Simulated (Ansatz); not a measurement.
# Sb2Se3: the cost of one run

Method: DFT PBE, scalar-relativistic, plane waves, PAW, unless a step names another level, in Ansatz 0.2.0.

12 further runs of the same task are left out: 1 that didn't finish, 11 set aside as unsound or not needed.

**1. The formula and the candidates**

Pauling electronegativities: Sb 2.05, Se 2.55 (spread 0.50). The formula balances with common oxidation states: Sb +3, Se -2, a formal count that means little at so small a spread. Tabulated atomic sizes suggest about 28 Å³/atom. 41 candidates were drawn, by swapping species into database cells of other compounds, at random by space group and Wyckoff sites, or by hand, as the table says:

| name | made from | space group no. | Wyckoff sites | atoms (primitive cell) | V (Å³/atom) |
| --- | --- | --- | --- | --- | --- |
| c01 | random | 65 | Sb 2c, 2a; Se 4k, 2d | 5 | 30.4 |
| c02 | database cell of Li3In2 | 166 | Sb 6c; Se 6c, 3a | 5 | 32.2 |
| c03 | random | 187 | Sb 1b, 1c; Se 3j | 5 | 35.2 |
| c04 | database cell of Sr2Pb3 | 127 | Sb 4g; Se 4h, 2b | 10 | 32.9 |
| c05 | random | 65 | Sb 4k; Se 4j, 2c | 5 | 35.1 |
| c06 | random | 187 | Sb 1b, 1e; Se 2g, 1a | 5 | 33.1 |
| c07 | database cell of Rb2S3 | 36 | Sb 4a, 4a; Se 8b, 4a | 10 | 28.1 |
| c08 | database cell of Sc2Se3 | 71 | Sb 4j; Se 2c, 4i | 5 | 29.3 |
| c09 | random | 156 | Sb 3d, 1b; Se 1c, 1b, 1a, 3d | 10 | 28.4 |
| c10 | random | 139 | Sb 4c; Se 4e, 2a | 5 | 34.0 |
| c11 | random | 221 | Sb 3c, 1a; Se 6e | 10 | 34.5 |
| c12 | random | 127 | Sb 2d, 2b; Se 4h, 2c | 10 | 34.3 |
| c13 | random | 119 | Sb 4f; Se 4f, 2b | 5 | 33.7 |
| c14 | random | 86 | Sb 4d; Se 4e, 2a | 10 | 29.4 |
| c15 | built by hand: stibnite-ribbon polytype, parallel Sb4Se6 ribbons | 11 | Sb 2e, 2e; Se 2e, 2e, 2e | 10 | 27.7 |
| c16 | random | 216 | Sb 16e; Se 24f | 10 | 32.9 |
| c17 | built by hand: La2O3 (A-type sesquioxide) | 164 | Sb 2d; Se 2d, 1a | 5 | 27.6 |
| c18 | database cell of Sm2O3 | 164 | Sb 2d; Se 2d, 1a | 5 | 25.9 |
| c19 | random | 166 | Sb 6c; Se 3b, 6c | 5 | 34.2 |
| c20 | random | 216 | Sb 16e; Se 24g | 10 | 33.7 |
| c21 | random | 227 | Sb 16d; Se 16c, 8b | 10 | 29.1 |
| c22 | random | 47 | Sb 2t; Se 1g, 1a, 1c | 5 | 32.3 |
| c23 | database cell of Cu3Te2 | 99 | Sb 1a, 1b; Se 2c, 1a | 5 | 26.4 |
| c24 | database cell of Sc2Te3 | 71 | Sb 4i; Se 2d, 4j | 5 | 31.7 |
| c25 | built by hand: beta-Ga2O3 | 12 | Sb 4i, 4i; Se 4i, 4i, 4i | 10 | 27.6 |
| c26 | random | 99 | Sb 2c; Se 1b, 2c | 5 | 35.0 |
| c27 | built by hand: Bi2Te3 (tetradymite) | 166 | Sb 6c; Se 6c, 3a | 5 | 27.6 |
| c28 | database cell of P2Rh3 | 115 | Sb 2g; Se 1a, 2g | 5 | 25.0 |
| c29 | database cell of Cu3Se2 | 113 | Sb 4e; Se 2a, 4e | 10 | 26.4 |
| c30 | database cell of Ti2Pd3 | 63 | Sb 8g; Se 4c, 8g | 10 | 30.4 |
| c31 | random | 221 | Sb 1b, 1a; Se 3d | 5 | 28.7 |
| c32 | random | 99 | Sb 4f; Se 4e, 2c | 10 | 31.5 |
| c33 | random | 51 | Sb 4i; Se 4h, 2f | 10 | 30.4 |
| c34 | random | 191 | Sb 2e; Se 3g | 5 | 32.2 |
| c35 | random | 221 | Sb 3c, 1b; Se 6f | 10 | 31.8 |
| c36 | random | 166 | Sb 9e, 3a; Se 18h | 10 | 30.3 |
| c37 | random | 118 | Sb 4e; Se 2c, 4f | 10 | 31.0 |
| c38 | database cell of Te2Rh3 | 63 | Sb 4a, 4c; Se 4c, 8f | 10 | 23.8 |
| c39 | database cell of B3Ru2 | 194 | Sb 4f; Se 2d, 4f | 10 | 27.2 |
| c40 | random | 123 | Sb 2h; Se 1c, 2g | 5 | 34.2 |
| c41 | database cell of Ag2Cl3 | 167 | Sb 12c; Se 18e | 10 | 26.2 |

**2. Screening run of c15**

File input.yaml:

```yaml
crystal:
  lattice:
    - [6.5, 0.0, 0.0]
    - [0.0, 3.98, 0.0]
    - [-0.59840653, 0.0, 10.70328499]
  atoms:
    - { symbol: Sb, position: [0.272, 0.25, 0.043] }
    - { symbol: Sb, position: [0.088, 0.75, 0.357] }
    - { symbol: Sb, position: [0.728, 0.75, 0.957] }
    - { symbol: Sb, position: [0.912, 0.25, 0.643] }
    - { symbol: Se, position: [0.916, 0.25, 0.14] }
    - { symbol: Se, position: [0.408, 0.75, 0.212] }
    - { symbol: Se, position: [0.279, 0.25, 0.484] }
    - { symbol: Se, position: [0.084, 0.75, 0.86] }
    - { symbol: Se, position: [0.592, 0.25, 0.788] }
    - { symbol: Se, position: [0.721, 0.75, 0.516] }
basis:
  ecutwfc: 420
kpoints:
  mp_grid: { grid: [2, 3, 1] }
hamiltonian:
  xc: pbe
scf:
  occupations: { method: gaussian, width: 0.15 }
  lower_state_search: "off"
output:
  forces: true
  stress: true
  eigenvalues: true
relax:
  adjacent_minimum: "off"
  f_tol: 0.08
  max_steps: 16
  cell: { stress_tol: 0.8 }
```

On the command line:

```console
> ansatz run input.yaml --threads 1 --pin off --max-ram 2560MiB --backend cpu --events-out ev --progress --plain --runs-dir out
```

What time and memory should one allow on 1 thread of Intel Xeon 6975P-C (Granite Rapids), shared host?

About 44 s, with a peak of 0.65 GiB.
